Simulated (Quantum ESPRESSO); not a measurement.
# H on fcc sites of Ti(0001): a series in the coverage, part 6 of 9

What law, if any, do the results for H on fcc sites of Ti(0001) follow against the coverage?

Quantum ESPRESSO 7.5; plane-wave DFT, PBE, GBRV ultrasoft pseudopotentials.

So far. Step 6 (Self-consistent run, 0 ML): Inside the slab this potential holds the local part of the pseudopotentials, which can be repulsive at the nuclei; only its value in the vacuum has a meaning of its own. Step 7 (Relaxing the ions, 0.1111 ML): The relaxation lowers the energy by 10 meV an atom. On the free atoms the largest force ends at 0.033 eV/Å.

## 8. SCF with pw.x, 0.1111 ML

Contents of m1.esm.in:

```
&control
  prefix = 'm1.esm'
  outdir = './out'
  pseudo_dir = './pseudo'
  calculation = 'scf'
  tprnfor = .true.
/
&system
  ibrav = 0
  nat = 28
  ntyp = 2
  ecutwfc = 40
  ecutrho = 200
  occupations = 'smearing'
  smearing = 'mv'
  degauss = 0.02
  assume_isolated = 'esm'
  esm_bc = 'bc1'
/
&electrons
  conv_thr = 1e-07
  mixing_beta = 0.25
  electron_maxstep = 160
  mixing_mode = 'local-TF'
  mixing_ndim = 12
/
ATOMIC_SPECIES
  Ti  47.8670  ti_pbe_v1.4.uspp.F.UPF
  H   1.0080  h_pbe_v1.4.uspp.F.UPF
CELL_PARAMETERS angstrom
  8.81792672700000 0.00000000000000 0.00000000000000
  4.40896336350000 7.63654855429177 0.00000000000000
  0.00000000000000 0.00000000000000 19.38329014445180
ATOMIC_POSITIONS crystal
  Ti  0.888888888900 0.888888888900 -0.145244344850
  Ti  0.888888888900 0.222222222200 -0.145244344850
  Ti  0.888888888900 0.555555555600 -0.145244344850
  Ti  0.222222222200 0.888888888900 -0.145244344850
  Ti  0.222222222200 0.222222222200 -0.145244344850
  Ti  0.222222222200 0.555555555600 -0.145244344850
  Ti  0.555555555600 0.888888888900 -0.145244344850
  Ti  0.555555555600 0.222222222200 -0.145244344850
  Ti  0.555555555600 0.555555555600 -0.145244344850
  Ti  0.111111111100 0.111111111100 -0.025427755550
  Ti  0.111111111100 0.444444444500 -0.025427755550
  Ti  0.111111111100 0.777777777800 -0.025427755550
  Ti  0.444444444500 0.111111111100 -0.025427755550
  Ti  0.444444444500 0.444444444500 -0.025427755550
  Ti  0.444444444500 0.777777777800 -0.025427755550
  Ti  0.777777777800 0.111111111100 -0.025427755550
  Ti  0.777777777800 0.444444444500 -0.025427755550
  Ti  0.777777777800 0.777777777800 -0.025427755550
  Ti  0.891028876400 0.891028876400 0.089591437250
  Ti  0.891028876400 0.217942247300 0.089591437250
  Ti  0.888248800700 0.555875599700 0.088319032650
  Ti  0.217942247300 0.891028876400 0.089591437250
  Ti  0.223154357100 0.223154357100 0.087961658550
  Ti  0.223154357100 0.553691285800 0.087961658550
  Ti  0.555875599700 0.888248800700 0.088319032650
  Ti  0.553691285800 0.223154357100 0.087961658550
  Ti  0.555875599700 0.555875599700 0.088319032650
  H   0.000000000000 0.000000000000 0.145244344850
K_POINTS automatic
  3 3 1 0 0 0
```

The run is started by

```bash
> OMP_NUM_THREADS=1 mpirun -n 16 pw.x -nk 1 -in m1.esm.in > m1.esm.out
```

Log:

```text
[banner, memory and clock lines left out]
Program PWSCF v.7.5 starts
[...]
Message from routine setup:
[...]
number of electrons       =       325.00
     number of Kohn-Sham states=          196
     kinetic-energy cutoff     =      40.0000  Ry
     charge density cutoff     =     200.0000  Ry
[...]
number of k points=     3  Marzari-Vanderbilt smearing, width (Ry)=  0.0200
[...]
Dense  grid:   420681 G-vectors     FFT dimensions: (  75,  75, 180)
[...]
negative rho (up, down):  5.798E-02 0.000E+00
     Starting wfcs are  271 randomized atomic wfcs
[...]
negative rho (up, down):  5.429E-02 0.000E+00
[...]
estimated scf accuracy    <      15.08513044 Ry
[...]
negative rho (up, down):  4.841E-02 0.000E+00
[...]
estimated scf accuracy    <      10.17256744 Ry
[...]
negative rho (up, down):  4.673E-02 0.000E+00
[...]
estimated scf accuracy    <       3.95677077 Ry
[...]
negative rho (up, down):  5.036E-02 0.000E+00
[...]
estimated scf accuracy    <      20.82793054 Ry
[...]
negative rho (up, down):  6.301E-02 0.000E+00
[...]
estimated scf accuracy    <      12.33049317 Ry
[...]
negative rho (up, down):  7.205E-02 0.000E+00
[...]
estimated scf accuracy    <       0.25213649 Ry
[...]
negative rho (up, down):  6.703E-02 0.000E+00
[...]
estimated scf accuracy    <       0.52948693 Ry
[...]
negative rho (up, down):  9.330E-02 0.000E+00
[...]
estimated scf accuracy    <       0.83499205 Ry
[...]
negative rho (up, down):  1.213E-01 0.000E+00
[...]
estimated scf accuracy    <       1.55376228 Ry
[...]
negative rho (up, down):  1.119E-01 0.000E+00
[...]
estimated scf accuracy    <       0.28770300 Ry
[...]
negative rho (up, down):  1.214E-01 0.000E+00
[...]
estimated scf accuracy    <       0.30573526 Ry
[...]
negative rho (up, down):  1.112E-01 0.000E+00
[...]
estimated scf accuracy    <       0.14410389 Ry
[...]
negative rho (up, down):  8.708E-02 0.000E+00
[...]
estimated scf accuracy    <       0.04645029 Ry
[...]
negative rho (up, down):  8.330E-02 0.000E+00
[...]
estimated scf accuracy    <       0.23042054 Ry
[...]
negative rho (up, down):  6.788E-02 0.000E+00
[...]
estimated scf accuracy    <       0.08406374 Ry
[...]
negative rho (up, down):  5.544E-02 0.000E+00
[...]
estimated scf accuracy    <       0.05272771 Ry
[...]
negative rho (up, down):  4.861E-02 0.000E+00
[...]
estimated scf accuracy    <       0.06645378 Ry
[...]
negative rho (up, down):  4.546E-02 0.000E+00
[...]
estimated scf accuracy    <       0.01164022 Ry
[...]
negative rho (up, down):  4.637E-02 0.000E+00
[...]
estimated scf accuracy    <       0.01021107 Ry
[...]
negative rho (up, down):  3.755E-02 0.000E+00
[...]
estimated scf accuracy    <       0.00553951 Ry
[...]
negative rho (up, down):  3.385E-02 0.000E+00
[...]
estimated scf accuracy    <       0.00161704 Ry
[...]
negative rho (up, down):  3.340E-02 0.000E+00
[...]
estimated scf accuracy    <       0.00081356 Ry
[...]
negative rho (up, down):  3.071E-02 0.000E+00
[...]
estimated scf accuracy    <       0.00025726 Ry
[...]
negative rho (up, down):  3.038E-02 0.000E+00
[...]
estimated scf accuracy    <       0.00011305 Ry
[...]
negative rho (up, down):  2.998E-02 0.000E+00
[...]
estimated scf accuracy    <       0.00011630 Ry
[...]
negative rho (up, down):  2.814E-02 0.000E+00
[...]
estimated scf accuracy    <       0.00007254 Ry
[...]
negative rho (up, down):  2.796E-02 0.000E+00
[...]
estimated scf accuracy    <       0.00009157 Ry
[...]
negative rho (up, down):  2.800E-02 0.000E+00
[...]
estimated scf accuracy    <       0.00004733 Ry
[...]
negative rho (up, down):  2.805E-02 0.000E+00
[...]
estimated scf accuracy    <       0.00001008 Ry
[...]
negative rho (up, down):  2.820E-02 0.000E+00
[...]
estimated scf accuracy    <       0.00000231 Ry
[...]
negative rho (up, down):  2.820E-02 0.000E+00
[...]
estimated scf accuracy    <       0.00000150 Ry
[...]
negative rho (up, down):  2.817E-02 0.000E+00
[...]
estimated scf accuracy    <       0.00000059 Ry
[...]
negative rho (up, down):  2.807E-02 0.000E+00
[...]
estimated scf accuracy    <       0.00000027 Ry
[...]
negative rho (up, down):  2.803E-02 0.000E+00
[...]
estimated scf accuracy    <       0.00000015 Ry
[...]
negative rho (up, down):  2.805E-02 0.000E+00
[...]
the Fermi energy is    -4.4083 ev
!    total energy              =   -3219.76829222 Ry
     estimated scf accuracy    <       0.00000003 Ry
     smearing contrib. (-TS)   =      -0.02437829 Ry
     internal energy E=F+TS    =   -3219.74391393 Ry
[...]
one-electron contribution =   21762.13475076 Ry
     hartree contribution      =  -10984.98830600 Ry
     xc contribution           =    -486.62750683 Ry
     ewald contribution        =  -13510.26285187 Ry
     convergence has been achieved in  35 iterations
     negative rho (up, down):  2.805E-02 0.000E+00
[...]
Total force =     0.046201     Total SCF correction =     0.000897
[...]
```

Elapsed: 5.4 min, on 16 MPI ranks of Arm Neoverse V2, shared host; peak memory 3.4 GiB; 86 min of CPU time.

This step gave:

| Quantity | Value |
| --- | --- |
| free energy | -43807.1793 eV |
| Fermi energy | -4.408 eV |
| vacuum line at the lower end of the cell, over the Fermi level | 4.404 eV |
| vacuum line at the upper end of the cell, over the Fermi level | 4.412 eV |

Inside the slab this potential holds the local part of the pseudopotentials, which can be repulsive at the nuclei; only its value in the vacuum has a meaning of its own.

[end of part 6 of 9]

[Logs are printed without paths, hosts, clocks, repeated set-up lines and the standing remarks that a program may print on its own settings, such as how far it seeks lower states.]

[Hosts, paths, dates, database ids (printed as entryN), source tags and the programs' standing remarks are cut or masked in the printed files.]

[Maps of the electrostatic potential energy from Ansatz leave out the sawtooth potential of an applied field or a dipole correction, so their vacuum need not be flat; planar profiles and work functions include it.]
